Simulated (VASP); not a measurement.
Wanted: the native input for a VASP 6.6.1 run.

```yaml
Task: relaxation of cell and atoms
Functional: PBE
Potentials_or_basis: VASP PAW PBE potentials, release 64 (Ga_d, As)
Cutoff: 520 eV
k_mesh: 10 × 10 × 10
Occupations: gaussian, width 0.02 eV
Spin: no spin polarisation
Further_INCAR_settings: ALGO = Normal; EDIFF = 1e-07; AMIX = 0.2; IBRION = 2; EDIFFG = -0.002; NSW = 80; ISIF = 3
```

The structure of GaAs lies in POSCAR:

```
GaAs                                    
1.0
   -0.0000000000      2.8751451763      2.8751451763
    2.8751451763      0.0000000000      2.8751451763
    2.8751451763      2.8751451763     -0.0000000000
  Ga              As            
     1     1
Direct
     0.0000000000000000    0.0000000000000000    0.0000000000000000
     0.2500000000000000    0.2500000000000000    0.2500000000000000
```

One way to write it, as run:

INCAR

```
SYSTEM = GaAs
PREC = Accurate ; ENCUT = 520
EDIFF = 1E-7 ; ISMEAR = 0
SIGMA = 0.02 ; LREAL = .FALSE.
LASPH = .TRUE. ; NELM = 100
ALGO = Normal ; ISIF = 3
LWAVE = .FALSE. ; LCHARG = .FALSE.
GGA = PE ; IBRION = 2
NSW = 80 ; EDIFFG = -0.002
AMIX = 0.2
```

KPOINTS

```
Automatic mesh
0
G
  10 10 10
  0 0 0
```

Potentials or basis: VASP PAW PBE potentials, release 64 (Ga_d, As).

Command:

```bash
$ cat potpaw_PBE.64/Ga_d/POTCAR potpaw_PBE.64/As/POTCAR > POTCAR
$ mpirun -np 1 vasp_std > vasp.out
```

Results of the run:

| Property | Result |
| --- | --- |
| Pressure after relaxing | 0.0 GPa |
| Band gap on the k mesh | 0.14 eV, direct |

Caveat: the relaxation stopped at its first step, so nothing moved.

Run time: 29 s on 1 thread of Intel(R) Xeon(R) Platinum 8259CL CPU @ 2.50GHz (Skylake/Cascade Lake) (shared host), peak memory 0.19 GiB.
